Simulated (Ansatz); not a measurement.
## H in Cd

Method: DFT PBE, scalar-relativistic, plane waves, PAW (Ansatz).

Settings: cutoff 420 eV, Γ-centred mesh 12×12×4 on the computed 4-atom cell, Gaussian smearing of 0.10 eV; no spin polarisation for the host; each changed cell takes a mesh and smearing chosen by its own gap and starts from the host's moments or customary ones, or runs without spin. Cells and atoms are relaxed to the nearest stationary point that keeps the symmetry of their start (forces under 0.02 to 0.04 eV/Å, stress under 0.1 to 0.2 GPa); energies are at zero smearing, without zero-point or thermal terms.

Relaxed host (gap on the mesh 0 eV):

```
Cd
1.0
     3.00045    0.00000    0.00000
    -1.50023    2.59847    0.00000
     0.00000    0.00000   11.87691
Cd
4
Direct
  0.00000 0.00000 0.00000
  0.33333 0.66667 0.25000
  0.00000 0.00000 0.50000
  0.66667 0.33333 0.75000
```

Cases: (1) 4 H in a 1×1×1 repeat of the cell, at (0.333 0.667 0.619), (0.667 0.333 0.381), (0.667 0.333 0.119), (0.333 0.667 0.881) in fractions of that repeat, 2.24 Å from the nearest atom of the relaxed host; (2) 4 H in a 1×1×1 repeat of the cell, at (0.000 0.000 0.667), (0.000 0.000 0.333), (0.000 0.000 0.167), (0.000 0.000 0.833) in fractions of that repeat, 1.98 Å from the nearest atom of the relaxed host.

Problem. Give the energy per H taken from half an H2 molecule (negative: uptake is favourable), the swelling and the final surroundings.

Solution.
| case | formula | energy per H (eV) | ΔV (%) | principal strains (%) | nearest host atoms of the first H | gap (eV) |
| --- | --- | --- | --- | --- | --- | --- |
| 1 | CdH | 0.75 | +43.5 | +28.7 +5.6 +5.6 | 3 (Cd) from 2.10 Å | 0 |
| 2 | CdH | 0.88 | +24.8 | +17.0 +3.3 +3.3 | 4 (Cd) from 2.16 Å | 0 |

Each ion keeps what symmetry its start has, so a lower place off a symmetric site can be missed, above all for H.

Relaxed structure of case 1, the lowest per ion:

```xyz
8
Lattice="3.1693 0.0000 0.0000 -1.5846 2.7447 0.0000 0.0000 0.0000 15.2804" Properties=species:S:1:pos:R:3 pbc="T T T"
Cd    1.5846    2.7447    0.0000
Cd    0.0000    1.8298    3.8201
Cd    1.5846    2.7447    7.6402
Cd    1.5846    0.9149   11.4603
H     0.0000    1.8298    8.6634
H     1.5846    0.9149    6.6170
H     1.5846    0.9149    1.0232
H     0.0000    1.8298   14.2572
```

In CdH a bond of the host changes by more than 0.6 Å or the volume by a third: the framework has rearranged or swollen or shrunk strongly, and the figure may no longer describe a topotactic step.

Cost: 3 runs of about 4.9 core-minutes in all, on Intel Xeon Platinum 8559C (Emerald Rapids) (shared hosts).